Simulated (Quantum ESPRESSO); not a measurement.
A run of Quantum ESPRESSO 7.5:

Contents of pw.in:

```
&CONTROL
  calculation = 'scf'
  prefix = 'pwscf'
  outdir = './tmp'
  pseudo_dir = './pseudo'
  tprnfor = .true.
  tstress = .true.
  disk_io = 'low'
/
&SYSTEM
  ibrav = 0
  nat = 2
  ntyp = 2
  ecutwfc = 88
  nbnd = 22
  input_dft = 'pbesol'
  occupations = 'smearing'
  smearing = 'mp'
  degauss = 0.00999582
/
&ELECTRONS
  conv_thr = 4d-10
  electron_maxstep = 120
  mixing_beta = 0.5
/
ATOMIC_SPECIES
Cu    63.5460 Cu_ONCV_PBE-1.2.upf
Al    26.9815 Al_ONCV_PBE-1.2.upf
CELL_PARAMETERS angstrom
   2.9975090000    0.0000000000    0.0000000000
   0.0000000000    2.9975090000    0.0000000000
   0.0000000000    0.0000000000    2.9975090000
ATOMIC_POSITIONS crystal
Cu     0.5000000000    0.5000000000    0.5000000000
Al     0.0000000000    0.0000000000    0.0000000000
K_POINTS automatic
8 8 8 1 1 1
```

relax.in

```
&CONTROL
  calculation = 'vc-relax'
  prefix = 'pwscf'
  outdir = './tmp'
  pseudo_dir = './pseudo'
  tprnfor = .true.
  tstress = .true.
  disk_io = 'low'
  nstep = 40
  forc_conv_thr = 0.0001
  etot_conv_thr = 1d-06
/
&SYSTEM
  ibrav = 0
  nat = 2
  ntyp = 2
  ecutwfc = 88
  nbnd = 22
  input_dft = 'pbesol'
  occupations = 'smearing'
  smearing = 'mp'
  degauss = 0.00999582
/
&ELECTRONS
  conv_thr = 4d-10
  electron_maxstep = 120
  mixing_beta = 0.5
/
&IONS
  ion_dynamics = 'bfgs'
/
&CELL
  cell_dynamics = 'bfgs'
  press = 0
  press_conv_thr = 0.2
/
ATOMIC_SPECIES
Cu    63.5460 Cu_ONCV_PBE-1.2.upf
Al    26.9815 Al_ONCV_PBE-1.2.upf
CELL_PARAMETERS angstrom
   2.9975090000    0.0000000000    0.0000000000
   0.0000000000    2.9975090000    0.0000000000
   0.0000000000    0.0000000000    2.9975090000
ATOMIC_POSITIONS crystal
Cu     0.5000000000    0.5000000000    0.5000000000
Al     0.0000000000    0.0000000000    0.0000000000
K_POINTS automatic
8 8 8 1 1 1
```

File scf2.in:

```
&CONTROL
  calculation = 'scf'
  prefix = 'pwscf'
  outdir = './tmp'
  pseudo_dir = './pseudo'
  tprnfor = .true.
  tstress = .true.
  disk_io = 'low'
/
&SYSTEM
  ibrav = 0
  nat = 2
  ntyp = 2
  ecutwfc = 88
  nbnd = 22
  input_dft = 'pbesol'
  occupations = 'smearing'
  smearing = 'mp'
  degauss = 0.00999582
/
&ELECTRONS
  conv_thr = 1d-13
  electron_maxstep = 120
  mixing_beta = 0.5
  startingpot = 'file'
  startingwfc = 'file'
/
ATOMIC_SPECIES
Cu    63.5460 Cu_ONCV_PBE-1.2.upf
Al    26.9815 Al_ONCV_PBE-1.2.upf
CELL_PARAMETERS angstrom
   2.9609241082    0.0000000000    0.0000000000
   0.0000000000    2.9609241082    0.0000000000
   0.0000000000    0.0000000000    2.9609241082
ATOMIC_POSITIONS crystal
Cu     0.5000000000    0.5000000000    0.5000000000
Al     0.0000000000    0.0000000000    0.0000000000
K_POINTS automatic
8 8 8 1 1 1
```

Contents of ph.in:

```
phonons of AlCu
&INPUTPH
  prefix = 'pwscf'
  outdir = './tmp'
  tr2_ph = 1d-18
  fildyn = 'dyn'
  niter_ph = 90
  alpha_mix(1) = 0.4
/
0.0000000000 0.0000000000 0.0000000000
```

The input dynmat.in:

```
&INPUT
  fildyn = 'dyn'
  asr = 'crystal'
  filout = 'dynmat.disp'
  fileig = 'dynmat.eig'
/
```

relax_v0.99.in

```
&CONTROL
  calculation = 'relax'
  prefix = 'pwscf'
  outdir = './tmp'
  pseudo_dir = './pseudo'
  tprnfor = .true.
  tstress = .true.
  disk_io = 'low'
  nstep = 30
  forc_conv_thr = 0.0001
  etot_conv_thr = 1d-06
/
&SYSTEM
  ibrav = 0
  nat = 2
  ntyp = 2
  ecutwfc = 88
  nbnd = 22
  input_dft = 'pbesol'
  occupations = 'smearing'
  smearing = 'mp'
  degauss = 0.00999582
/
&ELECTRONS
  conv_thr = 1d-13
  electron_maxstep = 120
  mixing_beta = 0.5
/
&IONS
  ion_dynamics = 'bfgs'
/
ATOMIC_SPECIES
Cu    63.5460 Cu_ONCV_PBE-1.2.upf
Al    26.9815 Al_ONCV_PBE-1.2.upf
CELL_PARAMETERS angstrom
   2.9510212780    0.0000000000    0.0000000000
   0.0000000000    2.9510212780    0.0000000000
   0.0000000000    0.0000000000    2.9510212780
ATOMIC_POSITIONS crystal
Cu     0.5000000000    0.5000000000    0.5000000000
Al     0.0000000000    0.0000000000    0.0000000000
K_POINTS automatic
8 8 8 1 1 1
```

File ph_v0.99.in:

```
phonons at 0.99 of the volume
&INPUTPH
  prefix = 'pwscf'
  outdir = './tmp'
  tr2_ph = 1d-18
  fildyn = 'dyn_v0.99'
  niter_ph = 90
  alpha_mix(1) = 0.4
/
0.0000000000 0.0000000000 0.0000000000
```

The input relax_v1.01.in:

```
&CONTROL
  calculation = 'relax'
  prefix = 'pwscf'
  outdir = './tmp'
  pseudo_dir = './pseudo'
  tprnfor = .true.
  tstress = .true.
  disk_io = 'low'
  nstep = 30
  forc_conv_thr = 0.0001
  etot_conv_thr = 1d-06
/
&SYSTEM
  ibrav = 0
  nat = 2
  ntyp = 2
  ecutwfc = 88
  nbnd = 22
  input_dft = 'pbesol'
  occupations = 'smearing'
  smearing = 'mp'
  degauss = 0.00999582
/
&ELECTRONS
  conv_thr = 1d-13
  electron_maxstep = 120
  mixing_beta = 0.5
/
&IONS
  ion_dynamics = 'bfgs'
/
ATOMIC_SPECIES
Cu    63.5460 Cu_ONCV_PBE-1.2.upf
Al    26.9815 Al_ONCV_PBE-1.2.upf
CELL_PARAMETERS angstrom
   2.9707611376    0.0000000000    0.0000000000
   0.0000000000    2.9707611376    0.0000000000
   0.0000000000    0.0000000000    2.9707611376
ATOMIC_POSITIONS crystal
Cu     0.5000000000    0.5000000000    0.5000000000
Al     0.0000000000    0.0000000000    0.0000000000
K_POINTS automatic
8 8 8 1 1 1
```

Contents of ph_v1.01.in:

```
phonons at 1.01 of the volume
&INPUTPH
  prefix = 'pwscf'
  outdir = './tmp'
  tr2_ph = 1d-18
  fildyn = 'dyn_v1.01'
  niter_ph = 90
  alpha_mix(1) = 0.4
/
0.0000000000 0.0000000000 0.0000000000
```

Potentials or basis: SG15 PBE 1.2.

The run is started by

```sh
$ OMP_NUM_THREADS=1 pw.x -in pw.in > pw.out
$ OMP_NUM_THREADS=1 pw.x -in relax.in > relax.out
$ OMP_NUM_THREADS=1 pw.x -in scf2.in > scf2.out
$ OMP_NUM_THREADS=1 ph.x -in ph.in > ph.out
$ OMP_NUM_THREADS=1 dynmat.x -in dynmat.in > dynmat.out
$ OMP_NUM_THREADS=1 pw.x -in relax_v0.99.in > relax_v0.99.out
$ OMP_NUM_THREADS=1 ph.x -in ph_v0.99.in > ph_v0.99.out
$ OMP_NUM_THREADS=1 pw.x -in relax_v1.01.in > relax_v1.01.out
$ OMP_NUM_THREADS=1 ph.x -in ph_v1.01.in > ph_v1.01.out
```

Hardware: 1 thread of Intel(R) Xeon(R) 6975P-C (Granite Rapids), on a shared host.

Problem. Estimate the wall time of this run.

Solution. Run time: 6.8 min on 1 thread of Intel(R) Xeon(R) 6975P-C (Granite Rapids) (shared host), peak memory 0.07 GiB. Counts: scf iterations 79, k pools 1, bands 22, ion steps 5, k points 20, g dense 20341.
